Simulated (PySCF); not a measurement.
C₄H₂O₃.
SMILES with atom numbers: `[O:1]=[C:2]1[CH:3]=[CH:4][C:5](=[O:6])[O:7]1`

Structure used (GFN2-xTB), in Å, numbered top down from 1:
```xyz
9
C4H2O3 angstrom
O     -2.210   -1.088   -0.216
C     -1.112   -0.638   -0.280
C     -0.675    0.769   -0.515
C      0.654    0.792   -0.506
C      1.135   -0.599   -0.262
O      2.247   -1.011   -0.178
O      0.024   -1.395   -0.139
H     -1.381    1.564   -0.658
H      1.333    1.611   -0.639
```

Probes without a nucleus sit at each ring's centroid and 1 Å off its mean plane on both sides; NICS is minus the shielding there, NICSzz its component along the normal. Level: GIAO PBE0/pcSseg-1 (PySCF, non-relativistic, gas phase) on the GFN2-xTB geometry, one conformer.

Ring bond lengths (Å), with Mayer bond orders in brackets: C2–C3 1.491 (1.00), C3–C4 1.329 (1.73), C4–C5 1.492 (1.00), C5–O7 1.372 (0.99), O7–C2 1.372 (0.99).

Problem. What do the NICS probes read (ppm)?

Solution. 
```csv
ring,type,NICS(0),"NICS(1), two faces","NICS(1)zz, two faces",rms pucker (Å),"centre to ring atoms, mean (Å)"
C2–C3–C4–C5–O7,"5-membered ring with O; formal bonds 1 double, 4 single",-0.4,-3.6 / -3.6,-3.7 / -3.7,0.00,1.20
```

Problem. What can be read from them?

Solution. 
- C2–C3–C4–C5–O7: mean NICS(1)zz -3.7 ppm, shielded. That is too small in size for a clear verdict by the NICS criterion.

Problem. How equal are the bonds by HOMA? Use HOMA with the parameters of Krygowski (1993).

Solution. 
- C2–C3–C4–C5–O7: HOMA -1.01; the largest term is that of C4–C5, α(R − Ropt)² = 2.78. The geometric and the magnetic index point the same way.
